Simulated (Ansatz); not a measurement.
Runs of Ansatz 0.2.0 on Ti. The structure is cubic, space group Fm-3m (No. 225). Conventional cell: a = 4.060 Å, b = 4.060 Å, c = 4.060 Å, α = 90.00°, β = 90.00°, γ = 90.00°. Around Ti (site symmetry m-3m) lie 12 Ti at 2.87 Å. This isn't the form of Ti at room conditions, which is hcp.

```tsv
task	level	cell	points for each segment of the path	gap on the mesh (eV)	pressure (GPa)	relaxed volume (Å³/atom)
band structure	HSE03	as given	4	none	(b)	-
band structure	HSE06	as given	4	none	4.2	-
relaxation of cell and atoms	PBEsol0	relaxed	-	none	0.0	16.77
relaxation of cell and atoms	HSE03	relaxed	-	none	0.0	(a)
relaxation of cell and atoms	HSEsol	relaxed	-	none	0.0	16.82
```

Alike in all rows: potentials or basis Ansatz PAW; no spin polarisation; k mesh 6 × 6 × 6; cutoff (eV) 420; smearing fermi-dirac 0.05 eV; the mesh is coarse, so values aren't converged.

Task: Fill in the values left out.

Result: (a) 17.32; (b) 4.5.

Caveats: all runs use coarse meshes; the PAW data sets come from PBE, with cores solved anew for the run's functional, which leaves a small shift of forces and pressure; the plane-wave basis is chosen anew once the cell has moved, so the energies of steps on either side of that aren't comparable (some runs); the thresholds are loose for stress (some runs).

A gap of «none» marks a metal or a gap under the smearing width.
